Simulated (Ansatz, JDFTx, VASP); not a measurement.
## Si: programs and potentials compared

The starting cell:

```xyz
2
Lattice="0.0000 2.7219 2.7219 2.7219 0.0000 2.7219 2.7219 2.7219 0.0000" Properties=species:S:1:pos:R:3 pbc="T T T"
Si    2.7219    2.7219    2.7219
Si    4.0828    4.0828    4.0828
```

Alike in all runs: task relaxation of cell and atoms; functional LDA; k mesh 8 × 8 × 8; occupations fermi-dirac, width 0.05 eV; no spin polarisation; no spin-orbit coupling. LDA stands for any of its common fits.

| program and potentials | plane-wave cutoff (eV) | notes | equilibrium volume (Å³/atom) |
| --- | --- | --- | --- |
| Ansatz, all-electron LAPW, scalar-relativistic | - | - | 19.69 |
| JDFTx, PseudoDojo-SR-LDA-0.4.1-standard | 435 | - | 19.62 |
| VASP, LDA PAW files Si, 600 eV | 600 | - | 19.72 |

The equilibrium volume spans 19.62 (JDFTx, PseudoDojo-SR-LDA-0.4.1-standard) to 19.72 Å³/atom (VASP, LDA PAW files Si, 600 eV), with all-electron results at 19.69. Relaxations stop with a little pressure left, so the last digit of a volume isn't settled.

Differences between rows come from potentials, basis sets and numerical settings, since the functional is the same but for its coding. Runs on potential files found faulty are left out.

The volumes agree closely, and the all-electron value of 19.69 Å³/atom lies between the two from potential files, so the comparison shows no common bias from replacing the core. Silicon is a favourable case for this: its closed neon-like core is compact and lies far below the 3s and 3p states that form the directional covalent bonds, so it hardly responds to the bonding environment.

All the volumes fall slightly below the measured one for diamond-structure silicon. This is the familiar overbinding of LDA, which describes the bonded solid better than the more inhomogeneous density of separated atoms and so favours bonds that are a little too short. Zero-point and thermal expansion, absent from a static relaxation, would recover only a small part of the difference. The close agreement therefore speaks for consistent treatment of the same functional, not for the accuracy of that functional. Nor does a matching equilibrium volume establish that the potentials would agree equally well under strong compression, where core overlap and the scattering of higher-lying states matter more.
